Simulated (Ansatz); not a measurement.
Crystal: MnSb.

```
Sb Mn
1.0
     4.15000    0.00000    0.00000
    -2.07500    3.59401    0.00000
     0.00000    0.00000    5.78000
Sb Mn
2 2
Direct
  0.66667 0.33333 0.75000
  0.33333 0.66667 0.25000
  0.00000 0.00000 0.50000
  0.00000 0.00000 0.00000
```

Base run:

- Program: Ansatz 0.2.0
- Functional: PBEsol
- Potentials or basis: Ansatz PAW
- Cutoff: 420 eV (not typed: the program's choice for these potentials)
- k mesh: 7 × 7 × 5
- Occupations: fermi-dirac, width 0.05 eV
- Spin: collinear spin, ferromagnetic start
- Starting moments: [0.0, 0.0, 4.0, 4.0] μB

Its results: band gap on the k mesh none (metal or under the smearing width); pressure -7.1 GPa; net moment 6.70 μB per cell; site moments Sb -0.12; Mn +3.42 μB.

Task: The run is repeated on the same cell with these changes: functional from PBEsol to r2SCAN; cutoff from 420 eV (not typed: the program's choice for these potentials) to 500 eV (not typed: the program's choice for these potentials). What comes out?

Result: Band gap on the k mesh none (metal or under the smearing width); pressure 0.3 GPa; net moment 7.47 μB per cell; site moments Sb -0.16; Mn +3.89 μB.

Caveats: only a ferromagnetic start was run, and an antiferromagnetic order may lie lower in energy; the PAW data sets come from PBE, with cores solved anew for the run's functional, which leaves a small shift of forces and pressure; spin-orbit coupling is left out, which moves the levels of the heavy elements (some runs); the magnetic or orbital state may not be the lowest (some runs).
